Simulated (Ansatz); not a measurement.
Kick test of a cell of Au

The cell was found from a structure generator's guess, not taken from experiment.

Method: DFT PBE, scalar-relativistic, plane waves, PAW (Ansatz 0.2.0). Settings: cutoff 420 eV, Γ-centred mesh 24×24×20 on the computed 1-atom cell, Gaussian smearing of 0.10 eV; no spin polarisation.

The cell below (1 atom, space group P6/mmm (No. 191)) is relaxed within its symmetry.

```
Au
1.0
     2.82318    0.00000    0.00000
    -1.41159    2.44495    0.00000
     0.00000    0.00000    2.80481
Au
1
Direct
  0.00000 0.00000 0.50000
```

For the test a repeat of it with 8 atoms (edges 5.61, 5.65, 5.65 Å) was strained at random (σ = 1.5 % a component), the atoms were moved at random (σ = 0.10 Å), and all was relaxed again on a coarse 4×6×6 mesh (in the run’s order of axes) with 0.20 eV smearing, with no symmetry imposed.

Spin–orbit coupling, which can matter for Au, is left out.

Question: Is the structure stable against such a distortion?

Answer: It returns, within 1 meV/atom of the unmoved cell on that mesh and with the same symmetry when read at 0.1 Å (P1 at 0.01 Å, so small strains and shifts remain). So it is stable against the distortions that fit this cell and that this random move excites. Modes that don't fit the cell aren't tested.
